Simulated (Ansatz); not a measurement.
**Computed properties of BaO**

```xyz
2
Lattice="0.0000 2.7500 2.7500 2.7500 0.0000 2.7500 2.7500 2.7500 0.0000" Properties=species:S:1:pos:R:3 pbc="T T T"
Ba    0.0000    0.0000    0.0000
O     2.7500    2.7500    2.7500
```

Atom numbers follow the list: Ba1, O2.

The cell is COD entry 5910030, as deposited and not checked against the literature; nothing was relaxed. It differs from other determinations.

Spin–orbit coupling is left out, though it moves levels of the heavy atoms by tenths of an eV or more.

Levels of theory: DFT, PBE, all-electron LAPW, scalar-relativistic (Ansatz 0.2.0); DFT, PBE, PAW with Ansatz's default frozen-core files, scalar-relativistic (Ansatz 0.2.0).

For LAPW: a Γ-centred 8×8×8 k mesh, Fermi–Dirac smearing of 0.02 eV, basis error target 0.5 meV/atom, no spin polarisation. PAW takes a cutoff of 420 eV at this cell. The Ansatz runs share mesh, smearing and spin set-up. Values come from LAPW unless marked.

```
Pressure at this cell                                                                                                  : 30.3 kbar
Band gap                                                                                                               : 1.97 eV, direct at X (0.5, 0, 0.5)
Löwdin charges (with 0.36 e of the cell spilling out of the atomic basis, so their sizes and signs hang on that basis) : Ba1 1.70, O2 -1.34 e
Bader charges (from the PAW run)                                                                                       : Ba1 +1.43, O2 -1.43 e
Volume per atom                                                                                                        : 20.80 Å³
```
